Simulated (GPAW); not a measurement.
Band structure of SrF2 (Fm-3m, 3 atoms in the cell).

```yaml
crystal:
  lattice:
    - [0.00000, 2.84739, 2.84739]
    - [2.84739, 0.00000, 2.84739]
    - [2.84739, 2.84739, 0.00000]
  atoms:
    - { symbol: Sr, position: [0.00000, 0.00000, 0.00000] }
    - { symbol: F, position: [0.75000, 0.75000, 0.75000] }
    - { symbol: F, position: [0.25000, 0.25000, 0.25000] }
```

Computed with PBE, GPAW PAW datasets PBE (gpaw-data 1.0.1) (plane waves; GPAW).

Settings: mode = pw; ecut = 950 eV; xc = PBE; kpts = 8 8 8; mesh shift (steps) = 0 0 0; occupations.name = fermi-dirac; occupations.width = 0 eV; nbands = -8; convergence.bands = -6; symmetry.symmorphic = false; symmetry.tolerance = 0.0005; maxiter = 120; bandpath_npoints = 40.

The starting cell comes from a database of computed structures (which also holds hypothetical and non-ambient phases and stackings), without a prior relaxation at this level. Its lattice was rescaled by a random factor within 2.5 % of one.

Task: Predict the gap along the standard path and the places of the band edges.

Result: The gap along the path is 7.25 eV, from X to Γ; the smallest direct gap on it is 7.34 eV.

Levels in eV from the top of the valence band on the SCF mesh, bands 9 to 16:
```tsv
point	9	10	11	12	13	14	15	16
Γ	-1.82	-0.09	-0.09	-0.09	7.25	10.37	10.37	13.10
X	-0.92	-0.29	-0.29	0.00	8.36	10.57	11.96	13.21
W	-0.63	-0.63	-0.22	-0.08	8.69	11.15	11.23	11.23
K	-0.86	-0.54	-0.23	-0.08	8.65	10.83	11.26	11.91
L	-0.95	-0.74	-0.43	-0.43	10.50	10.50	10.54	10.63
U	-0.86	-0.54	-0.23	-0.08	8.65	10.83	11.26	11.91
```
